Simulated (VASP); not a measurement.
**From VASP inputs to Ansatz: LiCl (distorted zincblende)**

INCAR

```
SIGMA = 0.02
NBANDS = 12
ISMEAR = -1
LWAVE = .FALSE.
EDIFF = 1E-7
NSW = 0
IBRION = -1
NELM = 120
ISIF = 2
ENCUT = 520
LREAL = .FALSE.
LASPH = .TRUE.
PREC = Accurate
LCHARG = .FALSE.
GGA = PS
```

KPOINTS

```
KPOINTS created by Atomic Simulation Environment
0
Gamma
6 6 6
0 0 0
```

POSCAR

```
Li Cl
 1.0000000000000000
    -0.1018000000000000    2.7824000000000000    2.7347999999999999
     2.7151000000000001   -0.0933000000000000    2.7263999999999999
     2.6436999999999999    2.7025999999999999   -0.0220000000000000
 Li  Cl
   1   1
Cartesian
  0.1221378400000000  2.7198365700000005  2.7394553999999998
  1.2753136500000000  1.4185783599999999  1.3455795599999998
```

VASP ran with the recommended PBE PAW datasets (10 valence electrons in the cell).

Problem. Translate these files to an Ansatz input.

Solution. 

```yaml
crystal:
  lattice:
    - [-0.1018, 2.7824, 2.7348]
    - [2.7151, -0.0933, 2.7264]
    - [2.6437, 2.7026, -0.022]
  atoms:
    - { symbol: Li, position: [0.9504, 0.0517, 0.0297] }
    - { symbol: Cl, position: [0.2666, 0.2282, 0.2583] }
kpoints:
  mp_grid: { grid: [6, 6, 6] }
hamiltonian:
  xc: pbesol
scf:
  occupations: { method: fermi_dirac, width: 0.02 }
  n_extra_bands: 4
output:
  forces: true
  stress: true
  eigenvalues: true
```

Other inputs would serve too.

|  | VASP | Ansatz |
| --- | --- | --- |
| gap between bands v and c on the k mesh | 5.56 eV | 5.56 eV |
| least direct gap on the k mesh | 5.56 eV | 5.56 eV |
| pressure | 0.1 GPa | 0.2 GPa |
| largest force | 0.49 eV/Å | 0.48 eV/Å |

Each program uses its own PAW datasets. VASP's cell holds 10 valence electrons and Ansatz's 10. Ansatz's stress includes a Pulay correction; VASP's doesn't.
